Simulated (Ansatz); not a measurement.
A run of Ansatz 0.2.0:

input

```
crystal:
  lattice:
    - [4.09041, 0.0, 0.0]
    - [-2.0452, 3.5424, 0.0]
    - [0.0, 0.0, 3.32658]
  atoms:
    - { symbol: Ge, position: [0.66667, 0.33333, 0.14086] }
    - { symbol: Ge, position: [0.33333, 0.66667, 0.85914] }
hamiltonian:
  xc: pbe0
  pseudopotentials: { kind: paw }
kpoints:
  mp_grid: { grid: [4, 4, 4] }
scf:
  occupations: { method: fermi_dirac, width: 0.05 }
output:
  forces: true
  stress: true
  eigenvalues: true
  write_density: true
  write_potential: true
  elf: true
  volumetric_format: npy
```

Hardware: 1 × NVIDIA H100 80GB HBM3 with 2 threads of AMD EPYC 7R13 Processor (Zen 3), with other jobs on the host.

Estimate the wall time of this run.

Wall time 6.6 s on 1 × NVIDIA H100 80GB HBM3 with 2 threads of AMD EPYC 7R13 Processor (Zen 3), on a shared host, peak memory 1.6 GiB. Counts: scf iterations 23, plane waves 911, k points 13, bands 18.
